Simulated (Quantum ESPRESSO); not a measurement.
Runs of Quantum ESPRESSO 7.5 on FeO. Symmetry: Pm-3m, No. 221, cubic system. Conventional cell: a = 2.612 Å, b = 2.612 Å, c = 2.612 Å, α = 90.00°, β = 90.00°, γ = 90.00°. Around Fe (site symmetry m-3m) lie 8 O at 2.26 Å. O (site symmetry m-3m) has 8 Fe at 2.26 Å as nearest neighbours. The cell comes from a database or a generator and needn't be the stable form of this composition.

| level | form of the LDA correlation | gap on the mesh (eV) | pressure (GPa) | moment (μB) |
| --- | --- | --- | --- | --- |
| PBE+U | - | none | 11.9 | 4.00 |
| PW91+U | - | none | 11.4 | 4.00 |
| PBEsol+U | - | none | (a) | 4.00 |
| revPBE+U | - | none | 16.3 | 4.00 |
| RPBE+U | - | none | 17.9 | 4.00 |
| LDA+U | PZ81 | none | (b) | 4.00 |

Alike in all rows: task single point; potentials or basis PseudoDojo 0.4.1 SR PBE standard; spin collinear, ferromagnetic start; Fe d U = 3 eV; cell as given; k mesh 7 × 7 × 7; cutoff (eV) 1225; smearing gaussian 0.05 eV.

Problem. Estimate the missing entries.

Solution. (a) 2.4; (b) -5.3.

Caveats: a cell with one magnetic atom can't hold antiferromagnetic order, which such compounds often take; the potentials were made for another functional, which shifts forces and pressure (some runs).

A gap of «none» marks a metal or a gap under the smearing width.
